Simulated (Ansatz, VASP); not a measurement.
**Ga: VASP beside Ansatz**

```
CELL_PARAMETERS angstrom
2.72170 0.00000 0.00000
0.00000 3.21462 0.00000
-1.31601 0.00000 3.90882
ATOMIC_POSITIONS crystal
Ga 0.13460 0.75000 0.77017
Ga 0.86540 0.25000 0.22983
```

Change from the starting cell: volume scaled by 0.94.

Alike in both runs: task single point; functional PBEsol; k mesh 10 × 8 × 7; occupations fermi-dirac, width 0.05 eV; no spin polarisation.

```csv
,VASP,Ansatz
version,VASP 6.6.1,Ansatz 0.2.0
potentials or method,"VASP PAW PBE potentials, release 64 (Ga_d)",Ansatz PAW
plane-wave cutoff (eV),520,420
valence electrons in the cell,26,26
```

VASP gave:

| Item | Value |
| --- | --- |
| gap on the k mesh at the Fermi level (eV) | none |
| pressure (GPa) | 3.6 |
| largest component of the traceless stress (GPa) | 1.06 |
| rms of the force components (eV/Å) | 0.056 |

Q: Which values does Ansatz return?

A: gap on the k mesh at the Fermi level (eV): none; pressure (GPa): 3.4; largest component of the traceless stress (GPa): 1.05; rms of the force components (eV/Å): 0.055.

Atom by atom the forces differ by 0.001 eV/Å (rms over components). A gap of «none» marks a metal or a gap that the smearing closes. The functional is the same, so the differences come from potentials, cutoffs and numerics.

Caveats: the PAW data sets were made with another functional, which shifts forces and pressure a little (VASP); the PAW data sets come from PBE, with cores solved anew for the run's functional, which leaves a small shift of forces and pressure (Ansatz).
